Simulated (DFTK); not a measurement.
## KCl (Sylvite) under changes of volume

One of the cells (31.151 Å³/atom); the others are scaled copies at fixed shape and fractional positions:

```
CELL_PARAMETERS angstrom
0.00000 3.14647 3.14647
3.14647 0.00000 3.14647
3.14647 3.14647 0.00000
ATOMIC_POSITIONS crystal
K 0.00000 0.00000 0.00000
Cl 0.50000 0.50000 0.50000
```

```yaml
Program: DFTK 0.8.2
Functional: RPBE
Potentials_or_basis: dojo.nc.sr.pbe.v0_4_1.standard.upf (PBE)
Cutoff: 1007 eV
k_mesh: 5 × 5 × 5
Occupations: fermi-dirac, width 0.05 eV
Spin: no spin polarisation
```

```csv
volume (Å³/atom),energy over the lowest point (meV/atom),pressure (GPa),gap on the mesh (eV)
29.282,55.53,3.9,5.77
29.905,41.49,3.3,5.69
30.528,29.62,2.8,5.62
31.151,?,?,?
31.774,11.60,1.9,5.47
32.397,5.07,1.5,5.40
33.020,0.00,1.1,5.34
```

Q: What does the run at 31.151 Å³/atom give?

A: Energy over the lowest point 19.72 meV/atom; pressure 2.3 GPa; gap on the mesh 5.54 eV.

Worked out: A Birch-Murnaghan fit of order 3 (a polynomial in V^(-2/3)) to the other rows has no minimum within the range. It gives 19.72 meV/atom at 31.151 Å³/atom, against the run's 19.72, and -dE/dV = 2.3 GPa, against 2.3. A straight line through the other rows of the gap, of slope -3.6 eV per unit of ln V (its deformation potential), gives 5.54 eV, against the run's 5.54.

Energies are extrapolated to zero smearing.

Caveats: the minimum lies outside the volumes run; the potentials were made for another functional, which shifts forces and pressure.
